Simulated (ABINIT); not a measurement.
The system is PbSe (Clausthalite).

```
Pb Se
1.0
     0.00000    3.06065    3.06065
     3.06065    0.00000    3.06065
     3.06065    3.06065    0.00000
Pb Se
1 1
Cartesian
  0.0000 0.0000 0.0000
  3.0606 3.0606 3.0606
```

Base run:

| Quantity | Value |
| --- | --- |
| Program | ABINIT 10.8.3 (patched build) |
| Functional | PBEsol |
| Potentials or basis | JTH PAW PBE v2.0 sp |
| Cutoff | 408 eV |
| k mesh | 8 × 8 × 8 |
| Occupations | fermi-dirac, width 0.05 eV |
| Spin | no spin polarisation |

Its results: band gap on the k mesh 0.22 eV, direct; pressure -0.4 GPa.

Q: After a change of settings the same cell gave: band gap on the k mesh 0.28 eV, direct; pressure 0.1 GPa. Which change was it?
A. functional from PBEsol to BP86
B. functional from PBEsol to LDA; potentials or basis from JTH PAW PBE v2.0 sp to JTH PAW LDA v2.0 sp
C. functional from PBEsol to rPW86PBE
D. functional from PBEsol to AM05

A: D.

Caveats: the PAW data sets were made with another functional, which shifts forces and pressure a little; spin-orbit coupling is left out, which as a rule narrows the gap of such compounds by several tenths of an eV; this set keeps more shells in the core, which shifts pressures and gaps.
